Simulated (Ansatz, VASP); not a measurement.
One calculation of Pb, 6 ways

The starting cell:

```
Pb
1.0
     0.00000    2.47502    2.47502
     2.47502    0.00000    2.47502
     2.47502    2.47502    0.00000
Pb
1
Direct
  0.00000 0.00000 0.00000
```

Alike in all runs: task relaxation of cell and atoms; functional PBE; k mesh 9 × 9 × 9; occupations fermi-dirac, width 0.05 eV; no spin polarisation; no spin-orbit coupling.

```
                        program and potentials  plane-wave cutoff (eV)                                    notes  equilibrium volume (Å³/atom)
    VASP, PBE PAW files Pb, release 54, 580 eV                     580   4 valence electrons an atom on average                         31.67
              VASP, PBE PAW files Pb_d, 600 eV                     600  14 valence electrons an atom on average                         31.85
           VASP, PBE PAW files Pb_d_GW, 630 eV                     630  16 valence electrons an atom on average                         31.87
           VASP, PBE PAW files Pb_d_GW, 680 eV                     680  16 valence electrons an atom on average                         31.87
Ansatz, all-electron LAPW, scalar-relativistic                       -                                        -                         31.88
  VASP, PBE PAW files Pb_d, release 54, 600 eV                     600  14 valence electrons an atom on average                         31.84
```

The equilibrium volume spans 31.67 (VASP, PBE PAW files Pb, release 54, 580 eV) to 31.88 Å³/atom (Ansatz, all-electron LAPW, scalar-relativistic), with all-electron results at 31.88. Relaxations stop with a little pressure left, so the last digit of a volume isn't settled.

The functional is the same throughout but for its coding, so the spread measures potentials, basis and numerics; runs on potential files found faulty are left out.
